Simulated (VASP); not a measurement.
Se, 1 atom in the cell. It takes space group Im-3m (No. 229, cubic). Conventional cell: a = 3.375 Å, b = 3.375 Å, c = 3.375 Å, α = 90.00°, β = 90.00°, γ = 90.00°. Se (site symmetry m-3m) is surrounded by 8 Se at 2.92 Å. This isn't the form of Se at room conditions, which is trigonal, of chains.

```yaml
Program: VASP 6.6.1
Task: single point
Functional: PBEsol
Potentials_or_basis: VASP PAW PBE potentials, release 64 (Se)
Cutoff: 520 eV
k_mesh: 18 × 18 × 18
Occupations: gaussian, width 0.1 eV
Spin: no spin polarisation
Dipole_correction: no
Further_INCAR_settings: ALGO = Normal; EDIFF = 1e-06; NBANDS = 9
```

Potentials or basis: VASP PAW PBE potentials, release 64 (Se).

Command:

```sh
$ cat potpaw_PBE.64/Se/POTCAR > POTCAR
$ mpirun -np 1 vasp_std > vasp.out
```

Hardware: 1 thread of Intel(R) Xeon(R) 6975P-C (Granite Rapids), on a shared host.

Q: How long does it take, and how much memory?

A: Run time: 7.2 s on 1 thread of Intel(R) Xeon(R) 6975P-C (Granite Rapids), with other jobs on the host, peak memory 0.16 GiB. Counts: scf iterations 9, k points 195.
